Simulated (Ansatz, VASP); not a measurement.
Two plane-wave programs on SiO2

```
CELL_PARAMETERS angstrom
5.77323 0.00000 0.00000
0.00000 2.50429 0.00000
0.00000 0.00000 27.04600
ATOMIC_POSITIONS crystal
Si 0.50000 0.00000 0.29579
O 0.50000 0.50000 0.33831
O 0.50000 0.50000 0.25328
```

Alike in both runs: functional PBE; k mesh 8 × 6 × 1; occupations gaussian, width 0.1 eV; no spin polarisation.

Ansatz relaxed the structure, and its values are those at the end. VASP's run is a single point on that final structure, the one shown.

|  | VASP | Ansatz |
| --- | --- | --- |
| version | VASP 6.6.1 | Ansatz 0.2.0 |
| potentials or method | VASP PAW PBE potentials, release 64 (Si, O) | scalar-relativistic, plane waves, PAW |
| plane-wave cutoff (eV) | 520 | 420 |
| valence electrons in the cell | 16 | 16 |

|  | VASP | Ansatz | Ansatz less VASP |
| --- | --- | --- | --- |
| gap on the k mesh at the Fermi level (eV) | 3.07 | 3.10 | +0.036 |
| least direct gap on the mesh (eV) | 3.66 | 3.70 | +0.041 |
| rms of the force components (eV/Å) | 0.038 | 0.001 | -0.0375 |

Ansatz warned: «slab_cell_height_set».

Expect the measured gap to be larger: semilocal functionals such as PBE lack the derivative discontinuity.
